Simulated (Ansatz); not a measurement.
# Al: course of a relaxation

Level of theory: DFT PBE+D3(BJ), scalar-relativistic, plane waves, PAW (Ansatz 0.2.0). (420 eV cutoff, 24×24×12 k-mesh, Gaussian smearing of 0.10 eV, no spin polarisation)

What was changed: biaxial strain in the a-b plane, c and atoms relaxed: -3.0 %.

Command:

```bash
ansatz run input.yaml --threads 1 --pin off --max-ram 2560MiB --backend cpu --events-out ev --progress --plain --runs-dir out
```

Input:

```yaml
crystal:
  lattice:
    - [2.7197089362, 0.0, 0.0]
    - [-1.3598544681, 2.3553370297, 0.0]
    - [0.0, 0.0, 4.7605735699]
  atoms:
    - { symbol: Al, position: [0.6666666667, 0.3333333333, 0.75] }
    - { symbol: Al, position: [0.3333333333, 0.6666666667, 0.25] }
basis:
  ecutwfc: 420
kpoints:
  mp_grid: { grid: [24, 24, 12] }
hamiltonian:
  xc: pbe
  dispersion: d3bj
scf:
  occupations: { method: gaussian, width: 0.1 }
output:
  forces: true
  stress: true
  eigenvalues: true
relax:
  adjacent_minimum: "off"
  f_tol: 0.008
  max_steps: 40
  cell: { stress_tol: 0.015, fix: [a, b, gamma] }
```

F is the free energy. Steps run on the plane waves of an earlier cell, but the last one, and at times one on the way, on a freshly chosen basis, so a repeated geometry can differ a little in energy. The held parts of the cell keep their stress, so P needn't end at zero.

Steps:

```json
{"step": "1", "F − F(1) (eV)": "0.0000", "largest force component (eV/Å)": "0.000", "V (Å³/atom)": "15.248", "P (GPa)": "4.51"}
{"step": "2", "F − F(1) (eV)": "-0.0001", "largest force component (eV/Å)": "0.000", "V (Å³/atom)": "15.290", "P (GPa)": "4.28"}
{"step": "3", "F − F(1) (eV)": "-0.0001", "largest force component (eV/Å)": "0.000", "V (Å³/atom)": "15.307", "P (GPa)": "4.18"}
{"step": "4", "F − F(1) (eV)": "-0.0002", "largest force component (eV/Å)": "0.000", "V (Å³/atom)": "15.307", "P (GPa)": "4.19"}
```

Relaxed structure:

```yaml
crystal:
  lattice:
    - [2.71971, 0.00000, 0.00000]
    - [-1.35985, 2.35534, 0.00000]
    - [0.00000, 0.00000, 4.77920]
  atoms:
    - { symbol: Al, position: [0.66667, 0.33333, 0.75000] }
    - { symbol: Al, position: [0.33333, 0.66667, 0.25000] }
```

Symmetry: P6_3/mmc, No. 194, hexagonal system. The conventional cell has a = 2.720 Å, b = 2.720 Å, c = 4.779 Å, α = 90.00°, β = 90.00°, γ = 120.00°. Al (site symmetry -6m2) is surrounded by 12 Al at 2.72 to 2.86 Å.

The run converged. Time: 19 s on 1 thread of Arm Neoverse V2, with other jobs on the host, peak memory 0.39 GiB.